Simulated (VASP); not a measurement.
Here is a VASP 6.6.1 calculation.

Contents of INCAR:

```
SYSTEM = Au
PREC = Accurate ; ENCUT = 520
EDIFF = 1E-6 ; ISMEAR = 0
SIGMA = 0.1 ; LREAL = .False.
LASPH = .True. ; NELM = 60
ALGO = Fast ; ISIF = 2
LWAVE = .False. ; LCHARG = .False.
GGA = PS ; NBANDS = 12
```

KPOINTS

```
regular mesh
0
Gamma
  16 16 16
  0 0 0
```

The input POSCAR:

```
Au
1.0
   -1.5988171224      1.6798907219      1.6539544620
    1.6025956957     -1.6455521082      1.6233944216
    1.5999109199      1.6466459057     -1.6196158483
Au
1
Direct
    0.0000000000      0.0000000000      0.0000000000
```

Potentials or basis: VASP PAW PBE potentials, release 64 (Au).

Run with:

```bash
$ cat potpaw_PBE.64/Au/POTCAR > POTCAR
$ mpirun -np 1 vasp_std > vasp.out
```

Task: Predict the pressure.

Result: -4.1 GPa.

Task: Predict the band gap on the k mesh.

Result: None (metal or under the smearing width).

Stress tensor (GPa, compression positive):
```
-3.96  0.01 -0.12
 0.01 -4.33 -1.45
-0.12 -1.45 -4.00
```

Caveat: the PAW data sets were made with another functional, which shifts forces and pressure a little. The run has no spin-orbit coupling, so splittings on Au are missing.
